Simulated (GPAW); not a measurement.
Input of a GPAW 26.7.0 run:

The input run.py:

```python
from ase.dft.bandgap import bandgap
from ase.io import read, write
from ase.units import GPa
from gpaw import GPAW, PW

atoms = read('W.xyz')

calc = GPAW(mode=PW(450),
            xc='PBE',
            kpts={'size': (9, 9, 9), 'gamma': True},
            occupations={'name': 'fermi-dirac', 'width': 0.05},
            nbands=16,
            maxiter=120,
            txt='gpaw.txt')
atoms.calc = calc
energy = atoms.get_potential_energy()
forces = atoms.get_forces()
stress = atoms.get_stress()
calc.write('gs.gpw')
write('result.traj', atoms)
print(f'Energy: {energy:.6f} eV')
print('Forces (eV/A):')
print(forces.round(4))
print('Stress (GPa):', (stress / GPa).round(3))
print('Fermi level:', round(calc.get_fermi_level(), 4), 'eV')
print(f'Gap: {bandgap(calc)[0]:.4f} eV, direct: {bandgap(calc, direct=True)[0]:.4f} eV')
```

The input W.xyz:

```xyz
1
Lattice="-1.5823450000 1.5823450000 1.5823450000 1.5823450000 -1.5823450000 1.5823450000 1.5823450000 1.5823450000 -1.5823450000" Properties=species:S:1:pos:R:3 pbc="T T T"
W      0.0000000000      0.0000000000      0.0000000000
```

Potentials or basis: GPAW PAW data sets (gpaw-data 1.2.1), pw.

Run with:

```bash
$ OMP_NUM_THREADS=1 python run.py
```

Question: Estimate the pressure.

Answer: 4.8 GPa.

Question: Predict the band gap on the k mesh.

Answer: None (metal or under the smearing width).

Caveat: the cutoff is short for stress and forces, so pressures can be off by a GPa or more. The run has no spin-orbit coupling, so splittings on W are missing.
